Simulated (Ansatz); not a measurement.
A crystal relaxed with r2SCAN in the plane-wave code Ansatz has space group F-43m (No. 216) and a = 6.024 Å.

```
atom  site       x       y       z
  Cu    4a  0.0000  0.0000  0.0000
  Xx    4d  0.2500  0.2500  0.7500
```

r2SCAN gives a direct gap of 1.67 eV at Γ. HSE06 gives a direct gap of 2.67 eV at Γ. With PBE the gap is 1.17 eV and direct, at Γ. Meshes: r2SCAN 8×8×8, HSE06 6×6×6, PBE 8×8×8. r2SCAN's ε∞ is 5.7 in all directions.

Q: Which element is Xx?
A. Cl
B. H
C. Br
D. I

A: D. Xx is I: CuI built on the zincblende prototype. Around Cu lie 4 I at 2.61 Å; around I lie 4 Cu at 2.61 Å.

(Simulation; spin polarisation is off.)

No spin-orbit coupling is included; it can move band edges with weight on the heavy atoms by tenths of an eV.

The meshes of the hybrids are coarse, so their gaps aren't converged to the digits shown.
